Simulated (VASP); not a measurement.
Input of a VASP 6.6.1 run:

The input INCAR:

```
SYSTEM = Sr
ALGO     = Normal         ! electronic algorithm
EDIFF    = 1E-7           ! SCF threshold, eV
ENCUT    = 520            ! plane-wave cutoff, eV
GGA      = PE             ! functional
ISIF     = 2              ! what is computed and relaxed
ISMEAR   = 0              ! smearing method
LASPH    = .True.         ! aspherical terms in the spheres
LCHARG   = .False.        ! write CHGCAR
LREAL    = .False.        ! projectors in reciprocal space
LWAVE    = .False.        ! write WAVECAR
NBANDS   = 11             ! bands
NELM     = 80             ! most SCF steps
PREC     = Accurate       ! precision mode
SIGMA    = 0.05           ! smearing width, eV
```

The input KPOINTS:

```
k-points
0
Gamma
  6 6 6
  0 0 0
```

File POSCAR:

```
Sr
1.0
   -2.4128491982      2.4128491982      2.4128491982
    2.4128491982     -2.4128491982      2.4128491982
    2.4128491982      2.4128491982     -2.4128491982
Sr
1
Direct
    0.0000000000      0.0000000000      0.0000000000
```

Potentials or basis: VASP PAW PBE potentials, release 64 (Sr_sv).

Run with:

```sh
$ cat potpaw_PBE.64/Sr_sv/POTCAR > POTCAR
$ mpirun -np 1 vasp_std > vasp.out
```

Question: What does it give for the pressure?

Answer: -0.6 GPa.

Question: What does it give for the band gap on the k mesh?

Answer: None (metal or under the smearing width).
